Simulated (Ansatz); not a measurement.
P: energy change per atom and pressure against volume scale

Plane-wave DFT, scalar-relativistic PAW made under PBE with cores redone for the functional, no dispersion; the given relaxed cell is scaled uniformly, energy at zero smearing counts from the unscaled cell, pressure at the given Fermi-Dirac smearing is positive in compression. The results are calculated, by Ansatz 0.2.0.

The cell before it is scaled or strained (space group Fd-3m, No. 227):
```
CELL_PARAMETERS angstrom
0.00000 2.73910 2.73910
2.73910 0.00000 2.73910
2.73910 2.73910 0.00000
ATOMIC_POSITIONS crystal
P 0.12500 0.12500 0.12500
P 0.87500 0.87500 0.87500
```

Settings of every row: spin polarised no; functional PBE; wave cutoff 420 eV; smearing width 0.1 eV; k mesh 11x11x11.

Atom starting moment: 0 on all atoms.

Limits: the cell comes from a prototype or a list of computed structures and needn't be the stable phase.

| row | volume scale | V (Å³/atom) | energy change per atom (meV) | pressure (GPa) |
| --- | --- | --- | --- | --- |
| 1 | 0.88 | 18.084 | 49.5 | 7.24 |
| 2 | 0.92 | 18.907 | ? | ? |
| 3 | 0.96 | 19.729 | 4.79 | 2.03 |
| 4 | 1.04 | 21.373 | 3.99 | -1.52 |
| 5 | 1.08 | 22.195 | 15.56 | -2.95 |
| 6 | 1.12 | 23.017 | 33.94 | -4.21 |

Question: what energy change per atom and pressure should row 2 give?

Worked fit of energy change per atom. Take u = (V_r/V)^(2/3) − 1 with V_r = 21.373 Å³ an atom, which is twice the finite (Eulerian) strain; such expansions in the strain, on which the Birch-Murnaghan equation of state is built, carry the rest volume and the bulk modulus. The shown rows have u = 0.11784, 0.05481, 0, -0.02485, -0.0482. Least squares give energy change per atom = 4.135 − 322.975 × u + 6014.34 × u² meV; a straight line predicts inner rows, each left out in turn, worse (root mean square 20 against 0.5 meV). The rows lie off it by -0.09, 0.29, -0.14, -0.31, 0.26 (root mean square 0.23 meV). The withheld row has u = 0.08516, so the fit gives 4.135 − 322.975 × (0.08516) + 6014.34 × (0.08516)² = 20.25 meV.

The calculation gave 20.37 meV. The fit lies 0.12 meV (0.26 % of the column's range) below it; its largest miss of a shown row is 0.31 meV.

Worked fit of pressure. Take u = (V_r/V)^(2/3) − 1 with V_r = 21.373 Å³ an atom, which is twice the finite (Eulerian) strain; such expansions in the strain, on which the Birch-Murnaghan equation of state is built, carry the rest volume and the bulk modulus. The shown rows have u = 0.11784, 0.05481, 0, -0.02485, -0.0482. Least squares give pressure = −1.569 + 59.946 × u + 124.38 × u² GPa; a straight line predicts inner rows, each left out in turn, worse (root mean square 0.43 against 0.1 GPa). The rows lie off it by 0.02, -0.06, 0.05, 0.03, -0.04 (root mean square 0.042 GPa). The withheld row has u = 0.08516, so the fit gives −1.569 + 59.946 × (0.08516) + 124.38 × (0.08516)² = 4.44 GPa.

The calculation gave 4.36 GPa. The fit lies 0.08 GPa (1.8 % of the value, 0.7 % of the column's range) above it; its largest miss of a shown row is 0.06 GPa.
